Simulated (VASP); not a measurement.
Input of a VASP 6.6.1 run:

POSCAR

```
BaZrO3
1.0
    4.1661385800      0.0052294100     -0.0154487900
    0.0052294100      4.2574959400      0.0142386200
   -0.0154487900      0.0142386200      4.2001437600
O Ba Zr
3 1 1
Direct
    0.0246620000      0.5220760000      0.4817350000
    0.4861510000      0.0005490000      0.5126900000
    0.4875820000      0.4774410000      0.9881430000
    0.9930780000      0.0197060000      0.0131400000
    0.5271100000      0.5124800000      0.4781430000
```

INCAR.step1

```
SYSTEM = BaZrO3
PREC = Accurate
ENCUT = 600
ISMEAR = -1
SIGMA = 0.1
LREAL = .FALSE.
LASPH = .TRUE.
NELM = 100
GGA = PE
ALGO = Normal
EDIFF = 1E-4
LWAVE = .TRUE.
LCHARG = .FALSE.
```

INCAR.step2

```
SYSTEM = BaZrO3
PREC = Accurate
ENCUT = 600
EDIFF = 1E-7
ISMEAR = -1
SIGMA = 0.1
LREAL = .FALSE.
LASPH = .TRUE.
NELM = 100
ALGO = Normal
ISIF = 3
LWAVE = .FALSE.
LCHARG = .FALSE.
METAGGA = R2SCAN
LMIXTAU = .TRUE.
IBRION = 2
NSW = 80
EDIFFG = -0.01
ISTART = 1
```

Contents of KPOINTS:

```
Automatic mesh
0
Gamma
  4 4 4
  0 0.5 0.5
```

Potentials or basis: VASP PAW PBE potentials, release 64 (O, Ba_sv, Zr_sv).

The run is started by

```bash
$ cat potpaw_PBE.64/O/POTCAR potpaw_PBE.64/Ba_sv/POTCAR potpaw_PBE.64/Zr_sv/POTCAR > POTCAR
$ cp INCAR.step1 INCAR
$ mpirun -np 1 vasp_std > vasp.out
$ cp INCAR.step2 INCAR
$ mpirun -np 1 vasp_std > vasp.out
```

Task: Estimate the space group after relaxing (to 0.05 Å).

Result: Pm-3m (No. 221).

Task: What does it give for the relaxed cell?

Result: a = 4.214 Å, b = 4.212 Å, c = 4.211 Å, α = 90.01°, β = 90.01°, γ = 90.03°.

Final structure:
```
O Ba Zr
1.0
     4.21439   -0.00094   -0.00021
    -0.00095    4.21232   -0.00044
    -0.00048   -0.00045    4.21147
O Ba Zr
3 1 1
Direct
  0.00367 0.50654 0.49393
  0.50362 0.00638 0.49476
  0.50370 0.50654 0.99457
  0.00372 0.00640 0.99553
  0.50388 0.50640 0.49506
```
